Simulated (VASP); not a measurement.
Input of a VASP 6.6.1 run:

File INCAR:

```
PREC = Normal
ENCUT = 450
EDIFF = 1E-6
ISMEAR = 1
SIGMA = 0.1
LREAL = Auto
LASPH = True
NELM = 80
ALGO = Fast
ISIF = 2
LWAVE = False
LCHARG = False
GGA = PE
ICORELEVEL = 1
KPAR = 2
```

Contents of KPOINTS:

```
Automatic mesh
0
Gamma
  4 4 4
```

Contents of POSCAR:

```
C
1.0
   -7.4010330000      0.0000000000      0.0000000000
    3.7005150000      6.4094850000      0.0000000000
    0.0000000000      0.0000000000     -7.8190360000
C
36
Direct
    0.6666666700      0.0000000000      0.7500000000
    0.3333333300      0.0000000000      0.7500000000
    0.6666666700      0.3333333300      0.7500000000
    0.0000000000      0.0000000000      0.7500000000
    0.3333333300      0.3333333300      0.7500000000
    0.6666666700      0.6666666700      0.7500000000
    0.0000000000      0.3333333300      0.7500000000
    0.3333333300      0.6666666700      0.7500000000
    0.0000000000      0.6666666700      0.7500000000
    0.6666666700      0.0000000000      0.2500000000
    0.3333333300      0.0000000000      0.2500000000
    0.6666666700      0.3333333300      0.2500000000
    0.0000000000      0.0000000000      0.2500000000
    0.3333333300      0.3333333300      0.2500000000
    0.6666666700      0.6666666700      0.2500000000
    0.0000000000      0.3333333300      0.2500000000
    0.3333333300      0.6666666700      0.2500000000
    0.0000000000      0.6666666700      0.2500000000
    0.7777780000      0.2222223300      0.7500000000
    0.4444446700      0.2222223300      0.7500000000
    0.7777780000      0.5555556700      0.7500000000
    0.1111113300      0.2222223300      0.7500000000
    0.4444446700      0.5555556700      0.7500000000
    0.7777780000      0.8888890000      0.7500000000
    0.1111113300      0.5555556700      0.7500000000
    0.4444446700      0.8888890000      0.7500000000
    0.1111113300      0.8888890000      0.7500000000
    0.5555553300      0.1111110000      0.2500000000
    0.2222220000      0.1111110000      0.2500000000
    0.5555553300      0.4444443300      0.2500000000
    0.8888886700      0.1111110000      0.2500000000
    0.2222220000      0.4444443300      0.2500000000
    0.5555553300      0.7777776700      0.2500000000
    0.8888886700      0.4444443300      0.2500000000
    0.2222220000      0.7777776700      0.2500000000
    0.8888886700      0.7777776700      0.2500000000
```

Potentials or basis: VASP PAW PBE potentials, release 64 (C).

Run with:

```console
$ cat potpaw_PBE.64/C/POTCAR > POTCAR
$ mpirun -np 2 vasp_std > vasp.out
```

(1) Predict the band gap on the k mesh.

Answers

(1) none (metal or under the smearing width).
